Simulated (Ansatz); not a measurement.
# Bi (hcp type): the cost of one run

Computed with Ansatz 0.2.0 (DFT PBE, with the methods named in each step, unless a step's input says otherwise).

1 further run of the same task is left out (it didn't finish). Runs told in other sessions of the task aren't counted.

## 1. The system as given

Symmetry: P6_3/mmc, No. 194, hexagonal system. The conventional cell has a = 3.539 Å, b = 3.539 Å, c = 5.843 Å, α = 90.00°, β = 90.00°, γ = 120.00°. Bi (site symmetry -6m2) has 12 Bi at 3.54 to 3.57 Å in its first shell of neighbours.

Structure file:

```cif
data_structure
_symmetry_space_group_name_H-M 'P6_3/mmc'
_symmetry_Int_Tables_number 194
_cell_length_a 3.5393
_cell_length_b 3.5393
_cell_length_c 5.8434
_cell_angle_alpha 90.000
_cell_angle_beta 90.000
_cell_angle_gamma 120.000
_cell_volume 63.39
loop_
_atom_site_label
_atom_site_type_symbol
_atom_site_symmetry_multiplicity
_atom_site_Wyckoff_symbol
_atom_site_fract_x
_atom_site_fract_y
_atom_site_fract_z
_atom_site_occupancy
Bi1 Bi 2 d 0.33333 0.66667 0.75000 1
```

The file gives the conventional cell by its symmetry; the runs use the cell typed in the input.

Atoms are numbered in the order of the input: Bi1, Bi2.

## 2. Bulk in the slab's orientation, LAPW

The input, input.yaml:

```yaml
crystal:
  lattice:
    - [1.7696662546, -3.0651518654, 0.0]
    - [1.7696662546, 3.0651518654, 0.0]
    - [0.0, 0.0, 5.8434447473]
  atoms:
    - { symbol: Bi, position: [0.666666667, 0.333333333, 0.25] }
    - { symbol: Bi, position: [0.333333333, 0.666666667, 0.75] }
kpoints:
  mp_grid: { grid: [12, 12, 6] }
scf:
  occupations: { method: fermi_dirac, width: 0.08 }
hamiltonian:
  xc: pbe
  pseudopotentials: { kind: all_electron, lapw: { basis_error: 0.001 } }
output:
  forces: true
  stress: true
  eigenvalues: true
```

Started as:

```bash
ansatz run input.yaml --threads 1 --pin off --max-ram 3584MiB --backend cpu --events-out ev --progress --plain --runs-dir out
```

Q: Estimate wall time and peak memory on 1 thread of Arm Neoverse V2, shared host.

About 20 s, with a peak of 0.4 GiB.
